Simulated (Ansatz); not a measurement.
## ZnO under strain: ⁶⁷Zn NMR of the central transition

Cell: an entry of the Crystallography Open Database (COD), relaxed with PBE at fixed cell and then changed (z stretched by 1 %, ions relaxed).

```yaml
crystal:
  lattice:
    - [3.24940, 0.00000, 0.00000]
    - [-1.62470, 2.81406, 0.00000]
    - [0.00000, 0.00000, 5.25584]
  atoms:
    - { symbol: Zn, position: [0.33333, 0.66667, 0.00183] }
    - { symbol: Zn, position: [0.66667, 0.33333, 0.50183] }
    - { symbol: O, position: [0.33333, 0.66667, 0.38027] }
    - { symbol: O, position: [0.66667, 0.33333, 0.88027] }
```

Atom numbers follow the list; atoms alike are taken as one site, whose name carries the number of the first.

All values are calculated (Ansatz; DFT, PBE, plane waves and PAW, scalar-relativistic, 420 eV cutoff, Γ-centred 11×11×6 k-points, Fermi–Dirac smearing 0.02 eV), not measured.

⁶⁷Zn has I = 5/2 and Q = 122.0 mb (Pyykkö 2018); at 16.4 T its Larmor frequency is ν₀ = 43.8 MHz. Only the quadrupole interaction is simulated: positions count from each site's isotropic chemical shift, and J coupling is left out, as are shift anisotropy and dipolar coupling, which fast spinning averages.

Question: What does the ⁶⁷Zn spectrum (fast magic-angle spinning) show for each site?

Answer: 

| site | first shell | C_Q (MHz) | η | P_Q (MHz) | δ_QIS (ppm) | breadth (kHz) |
| --- | --- | --- | --- | --- | --- | --- |
| Zn | 4 O at 1.98–1.99 Å; also 1 O at 3.27 Å | 1.11 | 0.00 | 1.11 | -3.84 | 0.360 |

δ_QIS = −(ν_Q²/30ν₀²)[I(I+1) − 3/4](1 + η²/3) × 10⁶ ppm with ν_Q = 3|C_Q|/[2I(2I−1)]; it falls as 1/B₀² in ppm, and the breadth as 1/B₀ in kHz.

An axis of threefold or higher order runs through Zn, so V_zz lies along it and η is zero.

With a gap of 0.8 eV on this mesh, small gradients can still move by 0.1 × 10²¹ V/m² or more as the k-mesh gets denser.
